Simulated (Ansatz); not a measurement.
Hf, 2 atoms in the cell. Symmetry: P6_3/mmc, No. 194, hexagonal system. Conventional cell: a = 3.197 Å, b = 3.197 Å, c = 5.058 Å, α = 90.00°, β = 90.00°, γ = 120.00°. Around Hf (site symmetry -6m2) lie 12 Hf at 3.13 to 3.20 Å. 

- Program: Ansatz 0.2.0
- Task: relaxation of cell and atoms
- Functional: PBE
- Potentials or basis: Ansatz PAW
- Cutoff: 420 eV (not typed: the program's choice for these potentials)
- k mesh: 10 × 10 × 5
- Occupations: fermi-dirac, width 0.05 eV
- Spin: no spin polarisation

Potentials or basis: Ansatz PAW.

Launch:

```bash
$ ansatz run input.yaml --threads 2 --pin off --max-ram 5632MiB --backend cpu --events-out ev --progress --plain --runs-dir out
```

Hardware: 2 threads of Intel(R) Xeon(R) Processor @ 2.50GHz (Skylake/Cascade Lake), on a shared host.

**Question.** Estimate the wall time of this run.

**Answer.** Run time: 11 s on 2 threads of Intel(R) Xeon(R) Processor @ 2.50GHz (Skylake/Cascade Lake) (shared host), peak memory 0.4 GiB. Counts: scf iterations 23, plane waves 881, k points 42, bands 32, ion steps 4.
